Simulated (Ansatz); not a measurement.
# Aluminium, fcc under PBE: convergence with the Fermi-Dirac smearing

How small must the Fermi-Dirac smearing width be for energy and pressure to settle? The geometry was relaxed under PBE beforehand and stays fixed; 6 values are run, from 0.01 to 1.0 eV. Wanted are the values from which on the energy stays within 10 and 1 meV/atom, and the pressure within 0.5 GPa, of the narrowest run. Within the series other settings stay, but some runs also write fields, which adds to their time. Spin polarisation is left out.

Method: DFT PBE, plane waves with PAW, scalar-relativistic, in Ansatz 0.2.0.

## 1. Starting point

Symmetry: Fm-3m, No. 225, cubic system. Conventional cell: a = 4.040 Å, b = 4.040 Å, c = 4.040 Å, α = 90.00°, β = 90.00°, γ = 90.00°. Al (site symmetry m-3m) has 12 Al at 2.86 Å as nearest neighbours.

Coordinates:

```
Al
1.0
     0.00000    2.01996    2.01996
     2.01996    0.00000    2.01996
     2.01996    2.01996    0.00000
Al
1
Direct
  0.00000 0.00000 0.00000
```

## 2. Run at 0.01 eV

The run at 0.01 eV.

input.yaml

```yaml
crystal:
  lattice:
    - [0.0, 2.0199630948, 2.0199630948]
    - [2.0199630948, 0.0, 2.0199630948]
    - [2.0199630948, 2.0199630948, 0.0]
  atoms:
    - { symbol: Al, position: [0.0, 0.0, 0.0] }
hamiltonian:
  xc: pbe
  pseudopotentials:
    kind: paw
    azcp:
      Al: "pseudopotentials/Al.paw.azcp"
basis:
  ecutwfc: 420
  fft_grid_basis: typed
kpoints:
  mp_grid: { grid: [13, 13, 13], shift: [0, 0, 0] }
magnetization:
  spin_polarized: false
scf:
  occupations: { method: fermi_dirac, width: 0.01 }
  lower_state_search: "off"
output:
  stress: true
```

Command:

```console
ansatz run input.yaml --threads 1 --pin off --max-ram 3584MiB --backend cpu --events-out ev --progress --plain --runs-dir out
```

Output:

```text
Engine: ansatz 0.2.0, x86_64-unknown-linux-gnu
Pseudopotentials: kind: paw
Pseudopotential: Al, paw, valence charge 3, recommended cutoff 420 eV (normal), <dir>
Functional definition: PBE
  parameter kappa = 0.804
  parameter beta = 0.06672455060314922
  exchange = pbe_x(kappa = kappa, mu = beta*pi^2/3)
  correlation = pbe_c(beta = beta)
Crystal: 1 atoms, lattice volume = 16.484 Å³
Basis set: ecut = 420 eV, 331 PW (Γ)
Bands: 6, of which v1, the nominal top of the filled ones, is band 2 counted from 1 (1 counted from 0)
Symmetry: 48 space group operations
Space group: Fm-3m (ITA 225), of the structure as read, at distance tolerance 2.5e-5 Å
k-points: 84 of 2197
Non-local potential: Al, projectors of the file, l = 0: 2, l = 1: 2, l = 2: 1
PAW form: soft (Blöchl's): semilocal exchange-correlation on the pseudo side does not see the compensation charge
PAW one-centre angular grid: Al, 110 points (default); XC on 64 Gauss nodes
Initial density: superposition of atomic densities (neutral atoms: chi_scale 0, normalization atom), corrected by the library's trained network
Initial wavefunctions: pseudopotential atomic-orbital guess
Functional: x = pbe(κ = 0.804, μ = 0.2195149727645171), c = pbe(β = 0.06672455060314922)
SCF iter   1: F=—  HF=-537.498608 eV  |F-HF|=—  |Δ(HF+E_count)|=         —  Δρ=4.86e-4  dr2=1.37e-5  ethr=1.77e-3  ⟨swp⟩=4.9  Hψ=4489  notcnv=0
preconditioner: auto → none  [metal: Δε(μ)=0.015 eV  Ē_g=13.200 eV  σ=0.010 eV  W_gap=0.35  n_scr=0 (ndim 8)  ℏωp=15.8 eV  f_vac=0.000  D(μ)=0.96/eV (n_scr^D=14)]
SCF iter   2: F=—  HF=-537.498632 eV  |F-HF|=—  |Δ(HF+E_count)|=   2.34e-5  Δρ=2.41e-4  dr2=2.89e-6  ethr=4.57e-7  ⟨swp⟩=2.3  Hψ=1487  notcnv=0  defer=24
iter 3 did not close the SCF: its close was put off for the readings that it lacked (scf_convergence_deferred on its scf_iter line)
SCF iter   3: F=-537.498642 eV  HF=-537.498642 eV  |F-HF|=8.70e-9  |Δ(HF+E_count)|=   1.03e-5  Δρ=1.36e-5  dr2=2.14e-8  ethr=9.65e-8  ⟨swp⟩=2.0  Hψ=581  notcnv=0  defer=24
iter 4 did not close the SCF: its close was put off for the readings that it lacked (scf_convergence_deferred on its scf_iter line)
SCF iter   4: F=-537.498642 eV  HF=-537.498642 eV  |F-HF|=2.30e-10  |Δ(HF+E_count)|=   9.60e-9  Δρ=2.83e-6  dr2=1.29e-9  ethr=7.14e-10  ⟨swp⟩=1.0  Hψ=460  notcnv=0  defer=24
iter 5 did not close the SCF: its close was put off for the readings that it lacked (scf_convergence_deferred on its scf_iter line)
SCF iter   5: F=-537.498642 eV  HF=-537.498642 eV  |F-HF|=1.82e-12  |Δ(HF+E_count)|=  2.08e-10  Δρ=1.78e-7  dr2=5.98e-12  ethr=4.31e-11  ⟨swp⟩=1.0  Hψ=460  notcnv=0  defer=24
SCF iter   6: F=-537.498642 eV  HF=-537.498642 eV  |F-HF|=2.27e-13  |Δ(HF+E_count)|=  5.68e-13  Δρ=4.57e-8  dr2=3.98e-13  ethr=1.00e-12  ⟨swp⟩=1.0  Hψ=1172  notcnv=0
SCF 1 converged in 6 iterations: F = -537.498642 eV  dr2 = 3.98e-13
SCF converged after 6 iterations
Free energy (F): -537.498642 eV
Harris-Foulkes:  -537.498642 eV  (|F-HF|=2.27e-13)
Internal energy: -537.498354 eV  (E = F + TS)
E sigma→0 (E₀):  -537.498498 eV
Entropy (-TS):   -0.000288 eV (-0.288 meV/atom)
Fermi energy:    7.872821 eV
--- Per-component energies (eV) ---
  E_band       = 10.595522
  E_kinetic    = 22.785662
  E_local      = 9.910118  (includes V_loc(G=0)·N_el)
  E_nonlocal   = 10.315312
  E_hartree    = 0.104878
  E_xc         = -39.737430
  E_vxc        = -28.964497  (∫ρ·V_xc dr)
  E_paw        = -467.337988  (= ΣΔE_a)
  E_vpaw       = -3.660828  (= ΣTr[D̂ρ^β])
  E_aug_tail   = -0.000002  (compensation charges beyond the density's cutoff)
  E_ewald      = -73.538905
  E_smearing   = -0.000288  (= −TS)
  E_closure    = -0.000000  (closes the sum)
  Σ components = -537.498642   (vs F -537.498642, Δ=0.00e0)
--- Stress (GPa, compression-positive) ---
        0.080623      -0.000000      -0.000000
        0.000000       0.080623       0.000000
        0.000000       0.000000       0.080623
  P = ⅓ Tr σ = 0.0806 GPa (0.806 kbar)
```

Run time: 0.85 s. Hardware: 1 thread of Intel Xeon Platinum 8259CL at 2.50GHz (Skylake/Cascade Lake), shared host; peak memory 0.44 GiB.

## 3. Run at 0.03 eV

The run at 0.03 eV.

Edit input.yaml of step 2 so:

```diff
@@ -21,3 +21,3 @@
 scf:
-  occupations: { method: fermi_dirac, width: 0.01 }
+  occupations: { method: fermi_dirac, width: 0.03 }
   lower_state_search: "off"
@@ -25 +25,5 @@
   stress: true
+  write_density: true
+  write_potential: true
+  elf: true
+  volumetric_format: npy
```

Command:

```console
ansatz run input.yaml --threads 1 --pin off --max-ram 3584MiB --backend cpu --events-out ev --progress --plain --runs-dir out
```

Output:

```text
[... 8 set-up lines as earlier in the session ...]
Crystal: 1 atoms, lattice volume = 16.484 Å³
Basis set: ecut = 420 eV, 331 PW (Γ)
Bands: 6, of which v1, the nominal top of the filled ones, is band 2 counted from 1 (1 counted from 0)
[... 2 set-up lines as earlier in the session ...]
k-points: 84 of 2197
[... 6 set-up lines as earlier in the session ...]
SCF iter   1: F=—  HF=-537.499378 eV  |F-HF|=—  |Δ(HF+E_count)|=         —  Δρ=5.10e-4  dr2=1.67e-5  ethr=1.77e-3  ⟨swp⟩=4.8  Hψ=4459  notcnv=0
preconditioner: auto → none  [metal: Δε(μ)=0.015 eV  Ē_g=13.200 eV  σ=0.030 eV  W_gap=0.12  n_scr=0 (ndim 8)  ℏωp=15.8 eV  f_vac=0.000  D(μ)=0.52/eV (n_scr^D=0)]
SCF iter   2: F=—  HF=-537.499405 eV  |F-HF|=—  |Δ(HF+E_count)|=   2.64e-5  Δρ=2.52e-4  dr2=3.58e-6  ethr=5.57e-7  ⟨swp⟩=2.0  Hψ=1287  notcnv=0  defer=3
iter 3 did not close the SCF: its close was put off for the readings that it lacked (scf_convergence_deferred on its scf_iter line)
SCF iter   3: F=-537.499416 eV  HF=-537.499416 eV  |F-HF|=7.10e-9  |Δ(HF+E_count)|=   1.13e-5  Δρ=1.37e-5  dr2=2.34e-8  ethr=1.19e-7  ⟨swp⟩=1.8  Hψ=570  notcnv=0  defer=3
iter 4 did not close the SCF: its close was put off for the readings that it lacked (scf_convergence_deferred on its scf_iter line)
SCF iter   4: F=-537.499416 eV  HF=-537.499416 eV  |F-HF|=2.84e-10  |Δ(HF+E_count)|=   7.61e-9  Δρ=2.79e-6  dr2=1.30e-9  ethr=7.79e-10  ⟨swp⟩=1.0  Hψ=465  notcnv=0  defer=3
iter 5 did not close the SCF: its close was put off for the readings that it lacked (scf_convergence_deferred on its scf_iter line)
SCF iter   5: F=-537.499416 eV  HF=-537.499416 eV  |F-HF|=2.16e-12  |Δ(HF+E_count)|=  2.48e-10  Δρ=1.82e-7  dr2=6.33e-12  ethr=4.33e-11  ⟨swp⟩=1.0  Hψ=465  notcnv=0  defer=3
SCF iter   6: F=-537.499416 eV  HF=-537.499416 eV  |F-HF|=0.00e0  |Δ(HF+E_count)|=  1.25e-12  Δρ=4.84e-8  dr2=4.49e-13  ethr=1.00e-12  ⟨swp⟩=4.0  Hψ=1931  notcnv=0
SCF 1 converged in 6 iterations: F = -537.499416 eV  dr2 = 4.49e-13
SCF converged after 6 iterations
Free energy (F): -537.499416 eV
Harris-Foulkes:  -537.499416 eV  (|F-HF|=0.00e0)
Internal energy: -537.497956 eV  (E = F + TS)
E sigma→0 (E₀):  -537.498686 eV
Entropy (-TS):   -0.001460 eV (-1.460 meV/atom)
Fermi energy:    7.874859 eV
--- Per-component energies (eV) ---
  E_band       = 10.596181
  E_kinetic    = 22.789849
  E_local      = 9.914326  (includes V_loc(G=0)·N_el)
  E_nonlocal   = 10.305221
  E_hartree    = 0.105391
  E_xc         = -39.736490
  E_vxc        = -28.964046  (∫ρ·V_xc dr)
  E_paw        = -467.337346  (= ΣΔE_a)
  E_vpaw       = -3.659950  (= ΣTr[D̂ρ^β])
  E_aug_tail   = -0.000002  (compensation charges beyond the density's cutoff)
  E_ewald      = -73.538905
  E_smearing   = -0.001460  (= −TS)
  E_closure    = -0.000000  (closes the sum)
  Σ components = -537.499416   (vs F -537.499416, Δ=0.00e0)
--- Stress (GPa, compression-positive) ---
       -0.001943       0.000000      -0.000000
        0.000000      -0.001943       0.000000
       -0.000000       0.000000      -0.001943
  P = ⅓ Tr σ = -0.0019 GPa (-0.019 kbar)
--- Band table (eV; the first three rows and the last of 84) ---
  k-point 0: bands = ["-3.1791", "20.4820", "20.4820", "20.4820", "22.0833", "22.0833"]
  k-point 1: bands = ["-3.0183", "18.1803", "20.0055", "20.0055", "22.7157", "22.8039"]
  k-point 2: bands = ["-2.5369", "15.0920", "19.3591", "19.3591", "22.5796", "23.9146"]
  k-point 83: bands = ["6.0549", "7.4896", "8.6332", "9.4645", "22.8337", "23.7150"]
```

It took 1.3 s on 1 thread of Intel Xeon Platinum 8259CL at 2.50GHz (Skylake/Cascade Lake), shared host; peak memory 0.45 GiB.

## 4. Run at 0.2 eV

The run at 0.2 eV.

Edit input.yaml of step 3 so:

```diff
@@ -21,3 +21,3 @@
 scf:
-  occupations: { method: fermi_dirac, width: 0.03 }
+  occupations: { method: fermi_dirac, width: 0.2 }
   lower_state_search: "off"
@@ -25,5 +25 @@
   stress: true
-  write_density: true
-  write_potential: true
-  elf: true
-  volumetric_format: npy
```

Command:

```console
ansatz run input.yaml --threads 1 --pin off --max-ram 3584MiB --backend cpu --events-out ev --progress --plain --runs-dir out
```

Output:

```text
[... 8 set-up lines as earlier in the session ...]
Crystal: 1 atoms, lattice volume = 16.484 Å³
Basis set: ecut = 420 eV, 331 PW (Γ)
Bands: 6, of which v1, the nominal top of the filled ones, is band 2 counted from 1 (1 counted from 0)
[... 2 set-up lines as earlier in the session ...]
k-points: 84 of 2197
[... 6 set-up lines as earlier in the session ...]
SCF iter   1: F=—  HF=-537.527161 eV  |F-HF|=—  |Δ(HF+E_count)|=         —  Δρ=4.59e-4  dr2=9.52e-6  ethr=1.77e-3  ⟨swp⟩=4.5  Hψ=4108  notcnv=0
preconditioner: auto → none  [metal: Δε(μ)=0.075 eV  Ē_g=13.190 eV  σ=0.200 eV  W_gap=0.09  n_scr=0 (ndim 8)  ℏωp=15.8 eV  f_vac=0.000  D(μ)=0.43/eV (n_scr^D=0)]
SCF iter   2: F=—  HF=-537.527183 eV  |F-HF|=—  |Δ(HF+E_count)|=   2.19e-5  Δρ=2.33e-4  dr2=2.39e-6  ethr=3.17e-7  ⟨swp⟩=2.0  Hψ=1291  notcnv=0
iter 3 did not close the SCF: its close was put off for the readings that it lacked (scf_convergence_deferred on its scf_iter line)
SCF iter   3: F=-537.527194 eV  HF=-537.527194 eV  |F-HF|=1.38e-9  |Δ(HF+E_count)|=   1.07e-5  Δρ=1.19e-5  dr2=2.15e-8  ethr=7.98e-8  ⟨swp⟩=2.0  Hψ=619  notcnv=0
iter 4 did not close the SCF: its close was put off for the readings that it lacked (scf_convergence_deferred on its scf_iter line)
SCF iter   4: F=-537.527194 eV  HF=-537.527194 eV  |F-HF|=4.78e-10  |Δ(HF+E_count)|=  4.09e-10  Δρ=3.96e-6  dr2=2.59e-9  ethr=7.17e-10  ⟨swp⟩=1.0  Hψ=493  notcnv=0
iter 5 did not close the SCF: its close was put off for the readings that it lacked (scf_convergence_deferred on its scf_iter line)
SCF iter   5: F=-537.527194 eV  HF=-537.527194 eV  |F-HF|=9.78e-12  |Δ(HF+E_count)|=  4.41e-10  Δρ=4.35e-7  dr2=3.57e-11  ethr=8.64e-11  ⟨swp⟩=1.0  Hψ=493  notcnv=0
SCF iter   6: F=-537.527194 eV  HF=-537.527194 eV  |F-HF|=3.41e-13  |Δ(HF+E_count)|=  7.50e-12  Δρ=8.74e-8  dr2=1.45e-12  ethr=1.19e-12  ⟨swp⟩=1.0  Hψ=1238  notcnv=0
SCF 1 converged in 6 iterations: F = -537.527194 eV  dr2 = 1.45e-12
SCF converged after 6 iterations
Free energy (F): -537.527194 eV
Harris-Foulkes:  -537.527194 eV  (|F-HF|=3.41e-13)
Internal energy: -537.471694 eV  (E = F + TS)
E sigma→0 (E₀):  -537.499444 eV
Entropy (-TS):   -0.055499 eV (-55.499 meV/atom)
Fermi energy:    7.914004 eV
--- Per-component energies (eV) ---
  E_band       = 10.621797
  E_kinetic    = 22.813585
  E_local      = 9.912681  (includes V_loc(G=0)·N_el)
  E_nonlocal   = 10.310396
  E_hartree    = 0.104353
  E_xc         = -39.736390
  E_vxc        = -28.963373  (∫ρ·V_xc dr)
  E_paw        = -467.337412  (= ΣΔE_a)
  E_vpaw       = -3.660196  (= ΣTr[D̂ρ^β])
  E_aug_tail   = -0.000002  (compensation charges beyond the density's cutoff)
  E_ewald      = -73.538905
  E_smearing   = -0.055499  (= −TS)
  E_closure    = 0.000000  (closes the sum)
  Σ components = -537.527194   (vs F -537.527194, Δ=0.00e0)
--- Stress (GPa, compression-positive) ---
        0.202565      -0.000000       0.000000
       -0.000000       0.202565      -0.000000
       -0.000000      -0.000000       0.202565
  P = ⅓ Tr σ = 0.2026 GPa (2.026 kbar)
```

It took 0.74 s on 1 thread of Intel Xeon Platinum 8259CL at 2.50GHz (Skylake/Cascade Lake), shared host; peak memory 0.44 GiB.

[end of part 1 of 2]
